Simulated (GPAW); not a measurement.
Runs of GPAW 26.7.0 on Pb. The structure is cubic, space group Fm-3m (No. 225). The conventional cell has a = 4.950 Å, b = 4.950 Å, c = 4.950 Å, α = 90.00°, β = 90.00°, γ = 90.00°. Pb (site symmetry m-3m) has 12 Pb at 3.50 Å as nearest neighbours. 

| task | level | potentials or basis | spin | k mesh | cutoff (eV) | maxiter | eigensolver | band path | band points | spin axis theta (degrees) | other keys | mesh quality | gap on the mesh (eV) | pressure (GPa) | V0 of scaled cells (Å³/atom) | B0 (GPa) |
| --- | --- | --- | --- | --- | --- | --- | --- | --- | --- | --- | --- | --- | --- | --- | --- | --- |
| single point | PBE | GPAW PAW data sets (gpaw-data 1.2.1), pw | off | 9 × 9 × 9 | 1200 | 75 | - | - | - | - | several, not listed | not flagged | none | 2.0 | - | - |
| equation of state | revPBE+D3 | the program's PAW data sets (release 1.2.1) made for this functional, pw | off | 9 × 9 × 9 | 600 | 150 | - | - | - | - | - | not flagged | - | - | 30.67 | 42 |
| equation of state | PBE+D3(BJ) | GPAW PAW data sets (gpaw-data 1.2.1), pw | off | 9 × 9 × 9 | 600 | 150 | - | - | - | - | - | not flagged | - | - | 30.20 | (b) |
| band structure | TPSS | GPAW PAW data sets (gpaw-data 1.2.1), pw | SOC, no magnetisation | 9 × 9 × 9 | 600 | 150 | davidson | GXWKGLUWLK,UX | 60 | 90 | - | not flagged | - | 0.5 | - | - |
| single point | PBE | GPAW PAW data sets (gpaw-data 1.2.1), pw | off | 5 × 5 × 5 | 600 | 60 | - | - | - | - | several, not listed | coarse | none | (a) | - | - |

Alike in all rows: cell as given; smearing fermi-dirac 0.05 eV.

Question: Estimate the missing entries.

Answer: (a) 1.7; (b) 47.

Caveats: some runs use coarse meshes; spin-orbit coupling was added after a scalar SCF, so levels and gaps hold it while energy, forces, pressure and moments don't (some runs); this program's spin-orbit splittings come out too wide for heavy elements (some runs); the PAW data sets were made with another functional, which shifts forces and pressure a little (some runs).

A k mesh can miss the band edges, and rows without SOC leave out spin-orbit coupling on Pb.

A gap of «none» marks a metal or a gap under the smearing width.
